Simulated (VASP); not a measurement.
Input of a VASP 6.6.1 run:

Contents of INCAR:

```
PREC = Accurate ; ENCUT = 520
EDIFF = 1E-7 ; ISMEAR = 0
SIGMA = 0.02 ; LREAL = False
LASPH = True ; NELM = 100
ALGO = Normal ; ISIF = 2
LWAVE = False ; LCHARG = False
METAGGA = R2SCAN ; LMIXTAU = True
KPAR = 2
```

Contents of KPOINTS:

```
Automatic mesh
0
Gamma
  8 8 8
```

POSCAR

```
Bi2Te3
1.0
    2.1930000000      1.2661291403     10.1656666667
   -2.1930000000      1.2661291403     10.1656666667
    0.0000000000     -2.5322582807     10.1656666667
Bi Te
2 3
Direct
    0.6000000000      0.6000000000      0.6000000000
    0.4000000000      0.4000000000      0.4000000000
    0.7905000000      0.7905000000      0.7905000000
    0.2095000000      0.2095000000      0.2095000000
    0.0000000000      0.0000000000      0.0000000000
```

File KPOINTS_OPT:

```
path GLB1,BZGX,QFP1Z,LP
10
line-mode
reciprocal
 0.0000000000  0.0000000000  0.0000000000  G
 0.5000000000  0.0000000000  0.0000000000  L

 0.5000000000  0.0000000000  0.0000000000  L
 0.5000000000  0.1770083925 -0.1770083925  B1

 0.8229916075  0.5000000000  0.1770083925  B
 0.5000000000  0.5000000000  0.5000000000  Z

 0.5000000000  0.5000000000  0.5000000000  Z
 0.0000000000  0.0000000000  0.0000000000  G

 0.0000000000  0.0000000000  0.0000000000  G
 0.3385041962  0.0000000000 -0.3385041962  X

 0.6614958038  0.3385041962  0.0000000000  Q
 0.5000000000  0.5000000000  0.0000000000  F

 0.5000000000  0.5000000000  0.0000000000  F
 0.6614958038  0.6614958038  0.1770083925  P1

 0.6614958038  0.6614958038  0.1770083925  P1
 0.5000000000  0.5000000000  0.5000000000  Z

 0.5000000000  0.0000000000  0.0000000000  L
 0.8229916075  0.3385041962  0.3385041962  P
```

Potentials or basis: VASP PAW PBE potentials, release 64 (Bi_d, Te).

Launch:

```sh
$ cat potpaw_PBE.64/Bi_d/POTCAR potpaw_PBE.64/Te/POTCAR > POTCAR
$ mpirun -np 2 vasp_std > vasp.out
```

Problem. Estimate the band gap along the path.

Solution. 0.51 eV, direct.

Problem. What does it give for the largest force?

Solution. 0.273 eV/Å.

Problem. Estimate the pressure.

Solution. 1.3 GPa.

Problem. Predict the band gap on the k mesh.

Solution. 0.51 eV, direct.

Levels at the corners of the path, in eV from the valence-band top:
```
point  band 21  band 22  band 23  band 24  band 25  band 26  band 27  band 28
    Γ    -1.89    -1.01    -1.01     0.00     0.51     0.68     0.68     2.13
    L    -3.12    -2.54    -1.07    -0.56     0.74     1.12     2.92     2.99
    L    -3.12    -2.54    -1.07    -0.56     0.74     1.12     2.92     2.99
   B1    -2.72    -2.07    -1.09    -0.86     1.36     1.56     2.67     3.43
    B    -2.72    -2.07    -1.09    -0.86     1.36     1.56     2.67     3.43
    Z    -1.57    -1.31    -1.31    -0.39     0.97     1.17     1.17     1.72
    Z    -1.57    -1.31    -1.31    -0.39     0.97     1.17     1.17     1.72
    Γ    -1.89    -1.01    -1.01     0.00     0.51     0.68     0.68     2.13
    Γ    -1.89    -1.01    -1.01     0.00     0.51     0.68     0.68     2.13
    X    -3.12    -1.75    -1.48    -0.75     1.23     2.15     2.18     3.82
    Q    -3.12    -1.75    -1.48    -0.75     1.23     2.15     2.18     3.82
    F    -2.09    -1.89    -1.71    -1.06     0.99     1.67     2.14     2.85
    F    -2.09    -1.89    -1.71    -1.06     0.99     1.67     2.14     2.86
   P1    -2.58    -1.52    -1.40    -1.31     1.30     1.45     1.76     2.82
   P1    -2.58    -1.52    -1.40    -1.31     1.30     1.45     1.76     2.82
    Z    -1.57    -1.31    -1.31    -0.39     0.97     1.17     1.17     1.72
    L    -3.12    -2.54    -1.07    -0.56     0.74     1.12     2.92     2.99
    P    -2.58    -1.52    -1.40    -1.31     1.30     1.45     1.76     2.82
```

Caveat: the PAW data sets were made with another functional, which shifts forces and pressure a little; spin-orbit coupling is left out, which as a rule narrows the gap of such compounds by several tenths of an eV.

**What was measured.**

From “Vacancy and Antisite-Induced Ferromagnetism in Liquid-Phase Exfoliated Bi2Te3”, 2024, arxiv:2412.10539, for a bulk crystal of Bi2Te3: band gap 0.17 eV.

Against the measured gap of Bi2Te3, 0.17 eV (quoted in “Vacancy and Antisite-Induced Ferromagnetism in Liquid-Phase Exfoliated Bi2Te3”, 2024, arxiv:2412.10539), the calculated 0.51 eV is off by +0.34 eV. Spin-orbit coupling on Bi, Te is left out. The value is that of r2SCAN, without temperature or zero-point motion.
